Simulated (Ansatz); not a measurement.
# Si: the cost of one run

Method: DFT r2SCAN, scalar-relativistic, plane waves, PAW, in Ansatz 0.2.0.

### 1 The starting structure

It takes space group Cmce (No. 64, orthorhombic). Conventional cell: a = 5.748 Å, b = 3.799 Å, c = 7.749 Å, α = 90.00°, β = 90.00°, γ = 90.00°. Si (site symmetry m) has 1 Si at 2.14 Å as nearest neighbours.

As a file:

```cif
data_structure
_symmetry_space_group_name_H-M 'P 1'
_symmetry_Int_Tables_number 1
_cell_length_a 3.4453
_cell_length_b 3.4453
_cell_length_c 7.7491
_cell_angle_alpha 90.000
_cell_angle_beta 90.000
_cell_angle_gamma 66.923
_cell_volume 84.62
loop_
_atom_site_label
_atom_site_type_symbol
_atom_site_fract_x
_atom_site_fract_y
_atom_site_fract_z
_atom_site_occupancy
Si1 Si 0.85000 0.15000 0.11700 1
Si2 Si 0.65000 0.35000 0.61700 1
Si3 Si 0.15000 0.85000 0.88300 1
Si4 Si 0.35000 0.65000 0.38300 1
```

(A quick probe on a coarse mesh, which set the mesh and smearing, is not shown.)

### 3 Rough relaxation on the coarse mesh

input.yaml reads:

```yaml
crystal:
  lattice:
    - [2.8742337336, -1.899648622, 0.0]
    - [2.8742337336, 1.899648622, 0.0]
    - [0.0, 0.0, 7.7491401556]
  atoms:
    - { symbol: Si, position: [0.85, 0.15, 0.117] }
    - { symbol: Si, position: [0.65, 0.35, 0.617] }
    - { symbol: Si, position: [0.15, 0.85, 0.883] }
    - { symbol: Si, position: [0.35, 0.65, 0.383] }
basis:
  ecutwfc: 500
kpoints:
  mp_grid: { grid: [6, 6, 2] }
hamiltonian:
  xc: r2scan
scf:
  occupations: { method: gaussian, width: 0.1 }
  lower_state_search: "off"
output:
  forces: true
  stress: true
  eigenvalues: true
relax:
  adjacent_minimum: "off"
  f_tol: 0.04
  max_steps: 70
  cell: { stress_tol: 0.4 }
```

Q: Estimate wall time and peak memory on 1 thread of an Arm CPU, shared host.

About 64 s, with a peak of 0.58 GiB.
